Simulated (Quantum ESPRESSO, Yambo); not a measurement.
# Quasiparticle gap of CaO (Lime) in Yambo, part 3 of 3

Wanted: ground state, empty states, screening and self-energy for CaO (Lime).

Quantum ESPRESSO 7.5 and Yambo 5.3.0; PBE and many-body steps on it, plane waves. Known limits of the many-body steps: not at the basis limit; coarse k mesh.

So far. Step 3 (Bands along the symmetry lines): The gap is 3.662 eV, as in the run before at this level. Step 4 (Empty states on the mesh, 4×4×4 mesh, 124 bands): On this mesh the gap is 3.662 eV.

### 6. Screening and self-energy, 4×4×4 mesh, 124 bands, screening to 210.9 eV

Now the one-shot GW correction: screening in the RPA, then the self-energy of the levels asked for.

This step: G0W0 on PBE, plane waves, norm-conserving pseudopotentials.

gw1.in

```
HF_and_locXC
gw0
dyson
ppa
em1d
rim_cut
RandQpts= 1000000
RandGvec= 1 RL
EXXRLvcs= 72 Ry
VXCRLvcs= 288 Ry
Chimod= "HARTREE"
% BndsRnXp
 1 | 124 |
%
NGsBlkXp= 15.5 Ry
% LongDrXp
 1 | 1 | 1 |
%
% GbndRnge
 1 | 124 |
%
DysSolver= "n"
ExtendOut
PPAPntXp= 27.21138 eV
% QPkrange
 1 | 1 | 7 | 10 |
 7 | 7 | 7 | 10 |
%
```

Launch:

```sh
> OMP_NUM_THREADS=1 mpirun -n 4 yambo -F gw1.in -J gw1 -C gw1 > gw1.log
```

Log:

```text
 Yambo, version 5.3.0

 [02] CORE Variables Setup
 =========================

  [... cell, symmetries and grids as in the set-up ...]

  [02.05] Energies & Occupations
  ==============================

  [X] === General ===
  [X] Electronic Temperature                        :  0.000000  0.000000 [eV K]
  [X] Bosonic    Temperature                        :  0.000000  0.000000 [eV K]
  [X] Finite Temperature mode                       : no
  [X] El. density                                   :  0.57403E+24 [cm-3]
  [X] Fermi Level                                   :  7.745084 [eV]

  [X] === Gaps and Widths ===
  [X] Conduction Band Min                           :  3.662475 [eV]
  [X] Valence Band Max                              :  0.000000 [eV]
  [X] Filled Bands                                  :   8
  [X] Empty Bands                                   :    9  124
  [X] Direct Gap                                    :  4.036914 [eV]
  [X] Direct Gap localized at k                     :   7
  [X] Indirect Gap                                  :  3.662475 [eV]
  [X] Indirect Gap between kpts                     :   1   7
  [X] Last valence band width                       :  1.179441 [eV]
  [X] 1st conduction band width                     :  3.369635 [eV]

 [03] Transferred momenta grid and indexing
 ==========================================

 IBZ Q-points                                      :   8
 BZ  Q-points                                      :   64

 K/Q-points units:
 rlu = crystal or reduced units; cc = cartesian coordinates; iku = interal k-units

 Q [1]          [rlu]:  0.000000  0.000000  0.000000
 Q [2]          [rlu]: -0.69343E-17 -0.69343E-17  0.25000
 Q [3]          [rlu]:  0.13869E-16  0.13869E-16 -0.50000
 Q [4]          [rlu]: -0.22966E-16  0.25000      0.25000
 Q [5]          [rlu]: -0.47112E-16  0.25000      0.50000
 Q [6]          [rlu]:  0.13869E-16  0.25000     -0.25000
 Q [7]          [rlu]:  0.57541E-17 -0.50000     -0.50000
 Q [8]          [rlu]:  0.250000 -0.500000 -0.250000

 [04] Coloumb potential Random Integration (RIM)
 ===============================================

  [04.01] RIM initialization
  ==========================

  * Diagonal components only detected *

  8 x (sBL volume)        :  0.164841 [a.u.]
  sBZ random points       :  1000000
  Points outside the sBZ  :   7968281
  RL volume               :  1.318729 [a.u.]
  Integrated volume       :  1.323978 [a.u.]

  [04.02] RIM integrals
  =====================

  Gamma point sphere radius             :  0.099458 [a.u.]
  Points outside the sphere             :   800476
  [Int_sBZ(q=0) 1/q^2]*(Vol_sBZ)^(-1/3) =:  7.776341
                                 should be <:  7.795600

  Summary of Coulomb integrals for non-metallic bands |Q|[au] RIM/Bare

  Q [1] 0.100000E-4 0.997530 * Q [2] 0.299134 1.068480
  Q [4] 0.345410 1.068537 * Q [6] 0.488484 1.030488
  Q [5] 0.572798 1.023143 * Q [3] 0.598268 1.020683
  Q [7] 0.690820 1.016961 * Q [8] 0.772361 1.013888

 [05] Dipoles
 ============

  [05.01] Setup: observables and procedures
  =========================================

 [06] Dynamic Dielectric Matrix (PPA)
 ====================================

 [WR./gw1//ndb.pp]---------------------------------------------------------------
  Brillouin Zone Q/K grids (IBZ/BZ)                :    8   64    8   64
  RL vectors                                       :  2445 [WF]
  Coulomb cutoff potential                         : none
  Electronic Temperature                           :  0.000000 [K]
  Bosonic    Temperature                           :  0.000000 [K]
  PPA    diel. fun.  energies                      : Perdew, Burke & Ernzerhof(X)+Perdew, Burke & Ernzerhof(C)
  wavefunctions                                    : Perdew, Burke & Ernzerhof(X)+Perdew, Burke & Ernzerhof(C)
  Global Gauge                                     : length
  X matrix size                                    :  229
  X band range                                     :    1  124
  X e/h energy range                               : -1.000000 -1.000000 [eV]
  X Time ordering                                  : R
  X Hxc Kernel                                     : HARTREE
  X Drude frequency                                :  0.000000  0.000000
  X poles                                          :  100.0000 [o/o]
  RL vectors in the sum                            :  2445
  [r,Vnl] included                                 : yes
  Field direction                                  :  0.577350E-5  0.577350E-5  0.577350E-5
  BZ energy Double Grid                            : no
  BZ energy DbGd points                            : 0
  BZ Q point size factor                           : -1.000000
  X Optical Averaged directions                    : none

 [07] Local Exchange-Correlation + Non-Local Fock
 ================================================

 [VXC] Plane waves :  15593
 [EXS] Plane waves :  1989

 QP @ state[ 1 ] K range:  1  1
 QP @ state[ 1 ] b range:   7  10
 QP @ state[ 2 ] K range:   7   7
 QP @ state[ 2 ] b range:   7  10

 [xc] Functional : Perdew, Burke & Ernzerhof(X)+Perdew, Burke & Ernzerhof(C)
 [xc] LIBXC used to calculate xc functional
  PP Number of Atomic Species                      :  2
  NLCC RL compoments                               :  15593
  PP Number of Atomic Species                      :  2
  NLCC RL compoments                               :  15593

 [xc] E_xc :  -8.751770 [Ha]
      E_xc :  -17.50354 [Ry]

  Local XC kind (lXC) : Perdew, Burke & Ernzerhof(X)+Perdew, Burke & Ernzerhof(C)
  Non-Local XC kind (nlXC) : Hartree-Fock

  Corrections @ K [1] :  [eV]
 <7|nlXC|7> = -24.55800 -0.16548E-16 <7|lXC|7> = -19.38988 -0.12595E-20
 <8|nlXC|8> = -24.55787  0.16016E-16 <8|lXC|8> = -19.38988 -0.28323E-15
 <9|nlXC|9> = -6.401456 -0.36035E-17 <9|lXC|9> = -10.88900 -0.23604E-16
 <10|nlXC|10> = -7.007835 -0.65931E-18 <10|lXC|10> = -13.89780 -0.47216E-16

  Corrections @ K [7] :  [eV]
 <7|nlXC|7> = -24.22900 -0.95416E-17 <7|lXC|7> = -18.91784  0.18882E-15
 <8|nlXC|8> = -24.22886 -0.28134E-17 <8|lXC|8> = -18.91784 -0.25078E-16
 <9|nlXC|9> = -5.888650 -0.32057E-17 <9|lXC|9> = -11.42660  0.18897E-15
 <10|nlXC|10> = -8.842523  0.20061E-17 <10|lXC|10> = -16.11110  0.21101E-19

 [08] Dyson equation: Newton solver
 ==================================

  [08.01] G0W0 (W PPA)
  ====================

  [  GW  ] Bands range     :    1  124
  [GW/PPA] G damping       :  0.100000 [eV]

  QP @ state[ 1 ] K range:  1  1
  QP @ state[ 1 ] b range:   7  10
  QP @ state[ 2 ] K range:   7   7
  QP @ state[ 2 ] b range:   7  10

   Sc/G bands                                       :    1  124
   Sc/G damping                                     :  0.100000 ev
   Sc bands terminator                              : no
   Sx RL components                                 :  1989

   QP @ state[ 1 ] K range                          :  1  1
   QP @ state[ 1 ] b range                          :   7  10
   QP @ state[ 2 ] K range                          :   7   7
   QP @ state[ 2 ] b range                          :   7  10
   GF energies kind                                 : Perdew, Burke & Ernzerhof(X)+Perdew, Burke & Ernzerhof(C)
   GF WF`s kind                                     : Perdew, Burke & Ernzerhof(X)+Perdew, Burke & Ernzerhof(C)
   Xs energies kind                                 : Perdew, Burke & Ernzerhof(X)+Perdew, Burke & Ernzerhof(C)
   Xs WF`s kind                                     : Perdew, Burke & Ernzerhof(X)+Perdew, Burke & Ernzerhof(C)

 [11] Game Over & Game summary
```

The job ended after 48 s (4 MPI ranks of Arm Neoverse V1, shared host; peak memory 1.3 GiB).

Numbers from this step:

```yaml
g0w0_gap_on_the_points_computed: 5.787 eV
starting_gap_on_the_mesh: 3.662 eV
k_of_the_valence_top: 0, 0, 0
k_of_the_conduction_bottom: 0, -0.5, -0.5
least_direct_g0w0_gap_on_the_computed_points: 6.189 eV
z_at_the_valence_top: 0.7819
z_at_the_conduction_bottom: 0.8504
```

The gap on the mesh goes from 3.66 eV to 5.79 eV, a correction of +2.12 eV.

Limits: finite bands, cutoff and mesh; coarse k mesh. v1 is the top filled band, c1 the lowest empty one. The levels before and after the correction (eV, zero at the valence-band top of each column):

```
           conduction bottom  valence top
Kohn-Sham               3.66         0.00
     G0W0               5.79         0.00
```

```
                         level  energy (eV)
Kohn-Sham              Γ v2-v1        0.000
Kohn-Sham                 Γ c1        4.715
Kohn-Sham                 Γ c2        6.228
Kohn-Sham  (0 -0.5 -0.5) v2-v1       -0.374
Kohn-Sham     (0 -0.5 -0.5) c1        3.662
Kohn-Sham     (0 -0.5 -0.5) c2        8.023
     G0W0              Γ v2-v1        0.000
     G0W0                 Γ c1        6.189
     G0W0                 Γ c2        9.021
     G0W0  (0 -0.5 -0.5) v2-v1       -0.484
     G0W0     (0 -0.5 -0.5) c1        5.787
     G0W0     (0 -0.5 -0.5) c2       11.040
```

### 7. Where the time went

Times are wall times on the hardware named with each run, good to a factor of about two.

```csv
step,time,share,memory (GiB)
ground state,4.6 s,7 %,0.22
bands along the symmetry lines,3.2 s,5 %,0.19
empty states on the mesh,4.8 s,8 %,0.26
conversion and set-up,2.1 s,3 %,0.24
screening and self-energy,48 s,76 %,1.3
```

### 8. Summary of results

| Property | Result |
| --- | --- |
| PBE gap | 3.66 eV, indirect |
| G0W0 gap on the mesh | 5.79 eV |
| GW settings | 4×4×4 mesh, 124 bands, screening to 210.9 eV, Godby-Needs plasmon pole |
| known limits | not at the basis limit; coarse k mesh |

What this shows: G0W0 moves the gap on the mesh from 3.66 eV to 5.79 eV (+2.12 eV), with Z of 0.78 and 0.85 at the edges. Only 2 of the mesh's irreducible points were corrected, so a valley elsewhere could overtake. The dearest step here is «screening and self-energy». Bands and cutoff are finite, so the gap is not at the basis limit. The miss can reach some tenths of an eV and take either sign; the mesh is an error of its own. In the G0W0 run levels were corrected at 2 k points alone, so a gap called «on the mesh» is the least over those, and an edge elsewhere would be missed. The 4×4×4 mesh is coarse for this cell, which bears on the long-range parts of exchange and screening.

[Paths, hosts, dates, memory and timing lines, banners, echoed tables and standing remarks are left out of the program output.]

[Logs are printed without paths, hosts, clocks, repeated set-up lines and the standing remarks that a program may print on its own settings, such as how far it seeks lower states.]

[Runs of the session that timed out or met a known fault of the program may be left out.]

[Hosts, paths, dates, database ids (printed as entryN), source tags and the programs' standing remarks are cut or masked in the printed files.]
